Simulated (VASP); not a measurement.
A run of VASP 6.6.1:

File INCAR:

```
ALGO = Fast
EDIFF = 1E-7
ENCUT = 520
GGA = PE
ISIF = 2
ISMEAR = 0
LASPH = True
LCHARG = False
LREAL = False
LWAVE = False
NBANDS = 12
NELM = 100
PREC = Accurate
SIGMA = 0.1
```

KPOINTS

```
k-points
0
Gamma
  9 9 9
```

File POSCAR:

```
V
1.0
    2.0846512442      1.2035739570      0.8928118947
   -2.0846512442      1.2035739570      0.8928118947
    0.0000000000     -2.4071479140      0.8928118947
V
1
Direct
    0.0000000000      0.0000000000      0.0000000000
```

Potentials or basis: VASP PAW PBE potentials, release 64 (V_sv).

The run is started by

```bash
$ cat potpaw_PBE.64/V_sv/POTCAR > POTCAR
$ mpirun -np 1 vasp_std > vasp.out
```

Hardware: 1 thread of Intel(R) Xeon(R) 6975P-C (Granite Rapids), on a shared host.

Q: Estimate the wall time of this run.

A: Wall time 7.4 s on 1 thread of Intel(R) Xeon(R) 6975P-C (Granite Rapids) (shared host), peak memory 0.13 GiB. Counts: scf iterations 15, k points 85.
